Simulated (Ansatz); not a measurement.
**Si: other elements on the same sites**

An exercise on one series of results from a longer session: the logs are not shown, and one member is left open.

Computed with Ansatz 0.2.0 (DFT LDA, scalar-relativistic, plane waves, PAW, unless a step's input says otherwise).

1 further run of the same task is left out (set aside as unsound or not needed).

### The starting structure

It takes space group P6_3/mmc (No. 194, hexagonal). Conventional cell: a = 3.802 Å, b = 3.802 Å, c = 6.289 Å, α = 90.00°, β = 90.00°, γ = 120.00°. Around Si (site symmetry 3m) lie 4 Si at 2.33 to 2.35 Å.

As a file:

```
Si
1.0
     3.80198    0.00000    0.00000
    -1.90099    3.29261    0.00000
     0.00000    0.00000    6.28912
Si
4
Direct
  0.33333 0.66667 0.06303
  0.66667 0.33333 0.56303
  0.33333 0.66667 0.43697
  0.66667 0.33333 0.93697
```

It goes back to an entry of the Materials Project, which need not be the stable form.

This cell was relaxed beforehand with the same method: volume 19.68 Å³/atom, gap on the mesh 0.27 eV.

The first run:

The input, input.yaml:

```yaml
crystal:
  lattice:
    - [4.4162461238, 0.0, 0.0]
    - [-2.2081230619, 3.8245813326, 0.0]
    - [0.0, 0.0, 7.3052290159]
  atoms:
    - { symbol: Sn, position: [0.3333333333, 0.6666666667, 0.0630332895] }
    - { symbol: Sn, position: [0.6666666667, 0.3333333333, 0.5630332895] }
    - { symbol: Sn, position: [0.3333333333, 0.6666666667, 0.4369667105] }
    - { symbol: Sn, position: [0.6666666667, 0.3333333333, 0.9369667105] }
basis:
  ecutwfc: 420
kpoints:
  mp_grid: { grid: [6, 6, 4] }
hamiltonian:
  xc: lda
scf:
  occupations: { method: gaussian, width: 0.1 }
output:
  forces: true
  stress: true
  eigenvalues: true
```

Command:

```console
> ansatz run input.yaml --threads 1 --pin off --max-ram 2560MiB --backend cpu --events-out ev --progress --plain --runs-dir out
```

Steps of the session up to this table: A first look at the start (Sn); Full relaxation (Sn); Second relaxation (Sn); Quick check of gap, pressure and forces (Ir); A loose first relaxation (Ir); The relaxation (Ir).

One table of the session follows, with a row left open; its other results are not shown here.

It belongs to the step «The crystals compared». Lengths are those of the vectors of the cell that was run:

```
   swap  volume (Å³/atom)  a (Å)  b (Å)  c (Å)
   none             19.68  3.802  3.802  6.289
Si → Zr             28.98  4.984  4.984  5.388
Si → Mn             10.58  2.452  2.452  8.128
Si → Sn             33.83  4.563  4.563  7.505
Si → Ir                 ?      ?      ?      ?
```

Estimate the missing values for Si → Ir.

As computed: volume (Å³/atom): 20.61; a (Å): 3.904; b (Å): 3.904; c (Å): 6.246. In the column «volume (Å³/atom)» it lies between none (19.68) and Si → Zr (28.98).

Lengths are those of the computed cell. Rows of earlier swaps come from the sessions before.
